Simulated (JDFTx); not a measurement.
# SnSe (Fm-3m) in JDFTx: a series of runs

The runs below take SnSe through single point, with PBEsol, LDA.

Program: JDFTx 1.7.0 (patched build). These are calculated values, not measurements. Logs are shortened: lines on timing, memory, paths and dates and some standing lists are left out, and cuts for length are marked. The log counts tension as positive stress, the text compression.

**1. The structure**

It takes space group Fm-3m (No. 225, cubic). The conventional cell has a = 6.020 Å, b = 6.020 Å, c = 6.020 Å, α = 90.00°, β = 90.00°, γ = 90.00°. Around Sn (site symmetry m-3m) lie 6 Se at 3.01 Å. Se (site symmetry m-3m) has 6 Sn at 3.01 Å as nearest neighbours.

Measurements of this composition are mostly on another form, of space group No. 62.

**2. Single point, PBEsol (the cell as VASP's run set it)**

Input file SnSe.in:

```
lattice \
    8.0441537018     4.0220768509     4.0220768509 \
    0.0000000000     6.9664414577     2.3221471526 \
    0.0000000000     0.0000000000     6.5680239940
coords-type Lattice
ion Sn     0.0000000000     0.0000000000     0.0000000000 1
ion Se     0.5000000000     0.5000000000     0.5000000000 1

ion-species pseudo/Sn.upf
ion-species pseudo/Se.upf
elec-cutoff 43 344
elec-ex-corr gga-PBEsol
kpoint-folding 8 8 8
elec-smearing Gauss 0.0018374661
elec-n-bands 22
electronic-SCF nIterations 100 energyDiffThreshold 1e-09
electronic-minimize nIterations 30 energyDiffThreshold 1e-7
converge-empty-states yes
forces-output-coords Cartesian

dump-name run.$VAR
dump End Ecomponents EigStats BandEigs Kpoints Forces Stress
```

Potentials or basis: PseudoDojo-SR-PBEsol-0.4.1-standard with smoothed tails.

Started as:

```sh
$ jdftx -c 1 -i SnSe.in -o SnSe.out
```

Output:

```text
*************** JDFTx 1.7.0 (patched build) ***************

Input parsed successfully to the following command list (including defaults):
[... the input with its defaults ...]

---------- Setting up symmetries ----------

Found 48 point-group symmetries of the bravais lattice
Found 48 space-group symmetries with basis
Applied RMS atom displacement 0 bohrs to make symmetries exact.

---------- Initializing the Grid ----------
R =
[      8.04415      4.02208      4.02208  ]
[            0      6.96644      2.32215  ]
[            0            0      6.56802  ]
unit cell volume = 368.066
G =
[   0.781087  -0.450961  -0.318878  ]
[          0   0.901922  -0.318878  ]
[          0          0   0.956633  ]
Minimum fftbox size, Smin = [  68  68  68  ]
Chosen fftbox size, S = [  70  70  70  ]

---------- Initializing tighter grid for wavefunction operations ----------
R =
[      8.04415      4.02208      4.02208  ]
[            0      6.96644      2.32215  ]
[            0            0      6.56802  ]
unit cell volume = 368.066
G =
[   0.781087  -0.450961  -0.318878  ]
[          0   0.901922  -0.318878  ]
[          0          0   0.956633  ]
Minimum fftbox size, Smin = [  48  48  48  ]
Chosen fftbox size, S = [  48  48  48  ]

---------- Exchange Correlation functional ----------
Initalized PBEsol GGA exchange.
Initalized PBEsol GGA correlation.

---------- Setting up pseudopotentials ----------
Width of ionic core gaussian charges (only for fluid interactions / plotting) set to 0

Reading pseudopotential file 'pseudo/Sn.upf':
  'Sn' pseudopotential, 'PBESOL' functional
  Generated using ONCVPSP code by D. R. Hamann
  14 valence electrons, 3 orbitals, 6 projectors, 1001 radial grid points, with lMax = 2
    4D    l: 2   occupation: 10.0   eigenvalue: -0.947846
    5S    l: 0   occupation:  2.0   eigenvalue: -0.389375
    5P    l: 1   occupation:  2.0   eigenvalue: -0.136297
  Core radius for overlap checks: 2.33 bohrs.

Reading pseudopotential file 'pseudo/Se.upf':
  'Se' pseudopotential, 'PBESOL' functional
  Generated using ONCVPSP code by D. R. Hamann
  16 valence electrons, 3 orbitals, 6 projectors, 1001 radial grid points, with lMax = 2
    3D    l: 2   occupation: 10.0   eigenvalue: -1.952113
    4S    l: 0   occupation:  2.0   eigenvalue: -0.635470
    4P    l: 1   occupation:  4.0   eigenvalue: -0.239251
  Core radius for overlap checks: 1.83 bohrs.

Initialized 2 species with 2 total atoms.

Folded 1 k-points by 8x8x8 to 512 k-points.

---------- Setting up k-points, bands, fillings ----------
Reduced to 29 k-points under symmetry.
Computing the number of bands and number of electrons
Calculating initial fillings.
nElectrons:  30.000000   nBands: 22   nStates: 29

----- Setting up reduced wavefunction bases (one per k-point) -----
average nbasis = 4957.686 , ideal nbasis = 4957.044

---------- Setting up ewald sum ----------
Optimum gaussian width for ewald sums = 2.583426 bohr.
Real space sum over 1331 unit cells with max indices [  5  5  5  ]
Reciprocal space sum over 2197 terms with max indices [  6  6  6  ]

---------- Allocating electronic variables ----------
Initializing wave functions:  linear combination of atomic orbitals
Note: number of bands (22) exceeds available atomic orbitals (18)
Sn pseudo-atom occupations:   s ( 2 )  p ( 2 )  d ( 10 )
Se pseudo-atom occupations:   s ( 2 )  p ( 4 )  d ( 10 )
	FillingsUpdate:  mu: +0.377020957  nElectrons: 30.000000
LCAOMinimize: Iter:   0  F: -179.0987403944238849  |grad|_K:  1.999e-03  alpha:  1.000e+00
	FillingsUpdate:  mu: +0.366756726  nElectrons: 30.000000
LCAOMinimize: Iter:   1  F: -179.1113277906270014  |grad|_K:  2.436e-04  alpha:  3.811e-01  linmin: -2.086e-01  cgtest:  9.354e-01
LCAOMinimize: Encountered beta<0, resetting CG.
[... 4 lines of inner loops ...]
LCAOMinimize: Encountered beta<0, resetting CG.
	FillingsUpdate:  mu: +0.365816286  nElectrons: 30.000000
LCAOMinimize: Iter:   4  F: -179.1115015180346575  |grad|_K:  1.494e-07  alpha:  4.139e-01  linmin:  5.187e-04  cgtest: -1.807e-03
LCAOMinimize: Converged (|Delta F|<1.000000e-06 for 2 iters).

-------- Electronic minimization -----------
Will mix electronic density at each iteration.
	FillingsUpdate:  mu: +0.365816286  nElectrons: 30.000000
	FillingsUpdate:  mu: +0.352869514  nElectrons: 30.000000
SCF: Cycle:  0   F: -179.144020789907842   dF: -3.252e-02   |Residual|: 2.942e-02   |deigs|: 1.217e-01
	FillingsUpdate:  mu: +0.351506846  nElectrons: 30.000000
SCF: Cycle:  1   F: -179.145623668473178   dF: -1.603e-03   |Residual|: 1.102e-02   |deigs|: 1.001e-02
	FillingsUpdate:  mu: +0.351202103  nElectrons: 30.000000
SCF: Cycle:  2   F: -179.145679715991548   dF: -5.605e-05   |Residual|: 4.195e-03   |deigs|: 2.843e-03
	FillingsUpdate:  mu: +0.351327040  nElectrons: 30.000000
SCF: Cycle:  3   F: -179.145683302810681   dF: -3.587e-06   |Residual|: 5.326e-04   |deigs|: 3.909e-04
	FillingsUpdate:  mu: +0.351367909  nElectrons: 30.000000
SCF: Cycle:  4   F: -179.145683804676764   dF: -5.019e-07   |Residual|: 2.181e-04   |deigs|: 1.448e-04
	FillingsUpdate:  mu: +0.351403901  nElectrons: 30.000000
SCF: Cycle:  5   F: -179.145683988577929   dF: -1.839e-07   |Residual|: 5.203e-05   |deigs|: 1.404e-04
	FillingsUpdate:  mu: +0.351413322  nElectrons: 30.000000
SCF: Cycle:  6   F: -179.145684012800274   dF: -2.422e-08   |Residual|: 2.092e-05   |deigs|: 5.348e-05
	FillingsUpdate:  mu: +0.351412432  nElectrons: 30.000000
SCF: Cycle:  7   F: -179.145684026265798   dF: -1.347e-08   |Residual|: 3.202e-06   |deigs|: 1.534e-04
	FillingsUpdate:  mu: +0.351412825  nElectrons: 30.000000
SCF: Cycle:  8   F: -179.145684028364826   dF: -2.099e-09   |Residual|: 1.477e-06   |deigs|: 9.051e-05
	FillingsUpdate:  mu: +0.351412739  nElectrons: 30.000000
SCF: Cycle:  9   F: -179.145684029582071   dF: -1.217e-09   |Residual|: 1.178e-06   |deigs|: 8.703e-05
	FillingsUpdate:  mu: +0.351412744  nElectrons: 30.000000
SCF: Cycle: 10   F: -179.145684029817431   dF: -2.354e-10   |Residual|: 6.389e-07   |deigs|: 3.668e-05
	FillingsUpdate:  mu: +0.351412755  nElectrons: 30.000000
SCF: Cycle: 11   F: -179.145684029946580   dF: -1.291e-10   |Residual|: 2.877e-07   |deigs|: 4.492e-05
SCF: Converged (|Delta E|<1.000000e-09 for 2 iters).

Setting wave functions to eigenvectors of Hamiltonian
Converging empty states (this may take a while):
EmptyStates: None of the convergence criteria satisfied.
|deigs|: 3.810e-04

# Stress tensor in Cartesian coordinates [Eh/a0^3]:
[  6.49998e-05            0            0  ]
[            0  6.49998e-05            0  ]
[            0            0  6.49998e-05  ]

# Ionic positions in lattice coordinates:
ion Sn   0.000000000000000   0.000000000000000   0.000000000000000 1
ion Se   0.500000000000000   0.500000000000000   0.500000000000000 1

# Forces in Cartesian coordinates:
force Sn  -0.000000000000000   0.000000000000000   0.000000000000000 1
force Se  -0.000000000000000  -0.000000000000000   0.000000000000000 1

# Energy components:
   Eewald =     -112.5406093297745684
       EH =       53.6688611544632010
     Eloc =     -145.6475987258967848
      Enl =      -74.7409084972370010
      Exc =      -45.7568448553311526
 Exc_core =       20.6260463668658822
       KE =      125.2453698580676758
-------------------------------------
     Etot =     -179.1456840288427941
       TS =        0.0000000011037924
-------------------------------------
        F =     -179.1456840299465796

IonicMinimize: Iter:   0  F: -179.145684029946580  |grad|_K:  7.922e-42
IonicMinimize: Converged (|grad|_K<1.000000e-04).

#--- Lowdin population analysis ---
# oxidation-state Sn +0.303
# oxidation-state Se -0.250

Dumping 'run.eigStats' ...
	eMin: -1.412209 at state 20 ( [ +0.000000 +0.500000 +0.500000 ] spin 0 )
	HOMO: +0.339621 at state 4 ( [ +0.000000 +0.000000 +0.500000 ] spin 0 )
	mu  : +0.351413
	LUMO: +0.363258 at state 4 ( [ +0.000000 +0.000000 +0.500000 ] spin 0 )
	eMax: +0.814434 at state 28 ( [ +0.250000 +0.500000 -0.250000 ] spin 0 )
	HOMO-LUMO gap: +0.023637
	Optical gap  : +0.023637 at state 4 ( [ +0.000000 +0.000000 +0.500000 ] spin 0 )
WARNING: the last solve of the electrons (or of bands or displaced states from it) ended unconverged.
Done!
```

It took 2.1 min on 1 thread of Intel Xeon Platinum 8375C at 2.90GHz (Ice Lake), shared host; peak memory 0.19 GiB.

Results:

```yaml
Free_energy: -4874.8024 eV
Pressure: -1.9 GPa
Band_gap_on_the_k_mesh: 0.64 eV, direct
Loewdin_charges: Sn +0.30; Se -0.25 e
```

Levels at points of the mesh, in eV from the valence-band top:
| k point | band 13 | band 14 | band 15 | band 16 | band 17 | band 18 |
| --- | --- | --- | --- | --- | --- | --- |
| (0.00, 0.00, 0.00) | -2.09 | -2.09 | -2.09 | 4.37 | 4.37 | 4.37 |
| (0.00, 0.00, 0.50) | -1.85 | -1.85 | 0.00 | 0.64 | 1.30 | 1.30 |
| (0.00, 0.50, 0.50) | -5.42 | -3.56 | -3.56 | 3.01 | 5.40 | 5.40 |

Caveat: the empty levels aren't tightly converged; spin-orbit coupling is left out, which moves the levels of the heavy elements.

**3. Single point, PBEsol**

Input file SnSe.in:

```
lattice \
    0.0000000000     5.6880756351     5.6880756351 \
    5.6880756351     0.0000000000     5.6880756351 \
    5.6880756351     5.6880756351     0.0000000000
coords-type Lattice
ion Sn     0.0000000000     0.0000000000     0.0000000000 1
ion Se     0.5000000000     0.5000000000     0.5000000000 1

ion-species pseudo/Sn.upf
ion-species pseudo/Se.upf
elec-cutoff 43 344
elec-ex-corr gga-PBEsol
kpoint-folding 8 8 8
elec-smearing Fermi 0.0018374661
elec-n-bands 22
electronic-SCF nIterations 100 energyDiffThreshold 1e-09
electronic-minimize nIterations 30 energyDiffThreshold 1e-7
converge-empty-states yes
forces-output-coords Cartesian

dump-name run.$VAR
dump End Ecomponents EigStats BandEigs Kpoints Forces Stress ElecDensity Dtot KEdensity
```

Potentials or basis: PseudoDojo-SR-PBEsol-0.4.1-standard with smoothed tails.

Started as:

```sh
$ jdftx -c 1 -i SnSe.in -o SnSe.out
```

Output:

```text
*************** JDFTx 1.7.0 (patched build) ***************

[... 9 lines left out ...]
---------- Initializing the Grid ----------
R =
[            0      5.68808      5.68808  ]
[      5.68808            0      5.68808  ]
[      5.68808      5.68808            0  ]
unit cell volume = 368.066
G =
[  -0.552312   0.552312   0.552312  ]
[   0.552312  -0.552312   0.552312  ]
[   0.552312   0.552312  -0.552312  ]
Minimum fftbox size, Smin = [  68  68  68  ]
Chosen fftbox size, S = [  70  70  70  ]

---------- Initializing tighter grid for wavefunction operations ----------
R =
[            0      5.68808      5.68808  ]
[      5.68808            0      5.68808  ]
[      5.68808      5.68808            0  ]
unit cell volume = 368.066
G =
[  -0.552312   0.552312   0.552312  ]
[   0.552312  -0.552312   0.552312  ]
[   0.552312   0.552312  -0.552312  ]
Minimum fftbox size, Smin = [  48  48  48  ]
Chosen fftbox size, S = [  48  48  48  ]
[... 90 lines left out ...]
Converging empty states (this may take a while):
EmptyStates: None of the convergence criteria satisfied.
|deigs|: 3.816e-04

# Stress tensor in Cartesian coordinates [Eh/a0^3]:
[  6.49915e-05            0            0  ]
[            0  6.49915e-05            0  ]
[            0            0  6.49915e-05  ]

# Ionic positions in lattice coordinates:
ion Sn   0.000000000000000   0.000000000000000   0.000000000000000 1
ion Se   0.500000000000000   0.500000000000000   0.500000000000000 1

# Forces in Cartesian coordinates:
force Sn   0.000000000000000  -0.000000000000000  -0.000000000000000 1
force Se  -0.000000000000000   0.000000000000000   0.000000000000000 1

# Energy components:
   Eewald =     -112.5406092576539550
       EH =       53.6688708534323879
     Eloc =     -145.6476106951014629
      Enl =      -74.7409056277819701
      Exc =      -45.7568458137952661
 Exc_core =       20.6260463668658680
       KE =      125.2453714511912040
-------------------------------------
     Etot =     -179.1456827228432189
       TS =        0.0000014882917984
-------------------------------------
        F =     -179.1456842111350056

IonicMinimize: Iter:   0  F: -179.145684211135006  |grad|_K:       -nan
IonicMinimize: None of the convergence criteria satisfied after 0 iterations.

#--- Lowdin population analysis ---
# oxidation-state Sn +0.303
# oxidation-state Se -0.250

Dumping 'run.eigStats' ...
	eMin: -1.412209 at state 20 ( [ +0.000000 +0.500000 +0.500000 ] spin 0 )
	HOMO: +0.339621 at state 4 ( [ +0.000000 +0.000000 +0.500000 ] spin 0 )
	mu  : +0.350680
	LUMO: +0.363258 at state 4 ( [ +0.000000 +0.000000 +0.500000 ] spin 0 )
	eMax: +0.814437 at state 28 ( [ +0.250000 +0.500000 -0.250000 ] spin 0 )
	HOMO-LUMO gap: +0.023637
	Optical gap  : +0.023637 at state 4 ( [ +0.000000 +0.000000 +0.500000 ] spin 0 )
WARNING: the last solve of the electrons (or of bands or displaced states from it) ended unconverged.
Done!
```

It took 4.1 min on 1 thread of AMD EPYC, shared host; peak memory 0.2 GiB.

Results:

- Free energy: -4874.8024 eV
- Pressure: -1.9 GPa
- Band gap on the k mesh: 0.64 eV, direct
- Loewdin charges: Sn +0.30; Se -0.25 e

Levels at points of the mesh, in eV from the valence-band top:
| k point | band 13 | band 14 | band 15 | band 16 | band 17 | band 18 |
| --- | --- | --- | --- | --- | --- | --- |
| (0.00, 0.00, 0.00) | -2.09 | -2.09 | -2.09 | 4.37 | 4.37 | 4.37 |
| (0.00, 0.00, 0.50) | -1.85 | -1.85 | 0.00 | 0.64 | 1.30 | 1.30 |
| (0.00, 0.50, 0.50) | -5.42 | -3.56 | -3.56 | 3.01 | 5.40 | 5.40 |

Caveat: the empty levels aren't tightly converged; spin-orbit coupling is left out, which moves the levels of the heavy elements. A k mesh can miss the band edges.

**4. Single point, PBEsol**

Input file SnSe.in:

```
lattice \
    0.0000000000     3.0100000000     3.0100000000 \
    3.0100000000     0.0000000000     3.0100000000 \
    3.0100000000     3.0100000000     0.0000000000
latt-scale 1.889726124626 1.889726124626 1.889726124626
coords-type Lattice
ion Sn     0.0000000000     0.0000000000     0.0000000000 1
ion Se     0.5000000000     0.5000000000     0.5000000000 1

ion-species pseudo/Sn.upf
ion-species pseudo/Se.upf
elec-cutoff 43 344
elec-ex-corr gga-PBEsol
kpoint-folding 8 8 8
elec-smearing Gauss 0.0018374661
elec-n-bands 22
electronic-SCF nIterations 100 energyDiffThreshold 1e-09
electronic-minimize nIterations 30 energyDiffThreshold 1e-7
converge-empty-states yes
forces-output-coords Cartesian

dump-name run.$VAR
dump End Ecomponents EigStats BandEigs Kpoints Forces Stress
```

Started as:

```sh
$ jdftx -c 1 -i SnSe.in -o SnSe.out
```

Run time: 2.5 min. Hardware: 1 thread of Arm Neoverse V2, shared host; peak memory 0.2 GiB.

The run converged. Its results:

| Property | Result |
| --- | --- |
| Free energy | -4874.8024 eV |
| Pressure | -1.9 GPa |
| Band gap on the k mesh | 0.64 eV, direct |
| Loewdin charges | Sn +0.30; Se -0.25 e |

Levels at points of the mesh, in eV from the valence-band top:
```tsv
k point	band 12	band 13	band 14	band 15	band 16	band 17	band 18	band 19
(0.00, 0.00, 0.00)	-5.03	-2.09	-2.09	-2.09	4.37	4.37	4.37	5.90
(0.00, 0.00, 0.50)	-8.00	-1.85	-1.85	0.00	0.64	1.30	1.30	8.21
(0.00, 0.50, 0.50)	-5.96	-5.42	-3.56	-3.56	3.01	5.40	5.40	6.01
```

Caveat: the empty levels aren't tightly converged; spin-orbit coupling is left out, which moves the levels of the heavy elements.

**5. Single point, LDA**

SnSe.in: that of step 4 with these lines changed.

```diff
@@ -12,5 +12,5 @@
 elec-cutoff 43 344
-elec-ex-corr gga-PBEsol
+elec-ex-corr lda-PW
 kpoint-folding 8 8 8
-elec-smearing Gauss 0.0018374661
+elec-smearing Fermi 0.0018374661
 elec-n-bands 22
@@ -22,2 +22,2 @@
 dump-name run.$VAR
-dump End Ecomponents EigStats BandEigs Kpoints Forces Stress
+dump End Ecomponents EigStats BandEigs Kpoints Forces Stress ElecDensity Dtot KEdensity
```

Potentials or basis: PseudoDojo-SR-LDA-0.4.1-standard with smoothed tails.

Started as:

```sh
$ jdftx -c 1 -i SnSe.in -o SnSe.out
```

It took 2.5 min on 1 thread of Arm Neoverse V2, shared host; peak memory 0.2 GiB.

It converged, with:

```
Free energy            : -4884.3431 eV
Pressure               : -3.4 GPa
Band gap on the k mesh : 0.61 eV, direct
Loewdin charges        : Sn +0.30; Se -0.25 e
```

Levels at points of the mesh, in eV from the valence-band top:
```csv
k point,band 13,band 14,band 15,band 16,band 17,band 18
"(0.00, 0.00, 0.00)",-2.05,-2.05,-2.05,4.32,4.32,4.32
"(0.00, 0.00, 0.50)",-1.80,-1.80,0.00,0.61,1.29,1.29
"(0.00, 0.50, 0.50)",-5.36,-3.52,-3.52,3.11,5.35,5.35
```

Caveat: the empty levels aren't tightly converged; spin-orbit coupling is left out, which moves the levels of the heavy elements. A k mesh can miss the band edges.

**6. The reference run**

An earlier run on the cell as given: functional PBEsol; potentials or basis PseudoDojo-SR-PBEsol-0.4.1-standard with smoothed tails; cutoff 1170 eV; density cutoff 9361 eV; k mesh 8 × 8 × 8; occupations fermi-dirac, width 0.05 eV; no spin polarisation.

- Pressure: -1.9 GPa
- Band gap on the k mesh: 0.64 eV, direct
- Loewdin charges: Sn +0.30; Se -0.25 e

**7. Overview**

```csv
level,potentials or basis,cell,smearing,gap on the mesh (eV),pressure (GPa)
PBEsol,PseudoDojo-SR-PBEsol-0.4.1-standard with smoothed tails,the cell as VASP's run set it,gaussian 0.1 eV,0.64,-1.9
PBEsol,PseudoDojo-SR-PBEsol-0.4.1-standard with smoothed tails,as given,fermi-dirac 0.05 eV,0.64,-1.9
PBEsol,PseudoDojo-SR-PBEsol-0.4.1-standard with smoothed tails,as given,gaussian 0.1 eV,0.64,-1.9
LDA,PseudoDojo-SR-LDA-0.4.1-standard with smoothed tails,as given,fermi-dirac 0.05 eV,0.61,-3.4
```

Alike in all rows: task single point; no spin polarisation; k mesh 8 × 8 × 8; cutoff (eV) 1170.

Caveats: the empty levels aren't tightly converged; spin-orbit coupling is left out, which moves the levels of the heavy elements.

Total energies depend on the potentials used, so only differences within one code and one set of settings carry meaning.
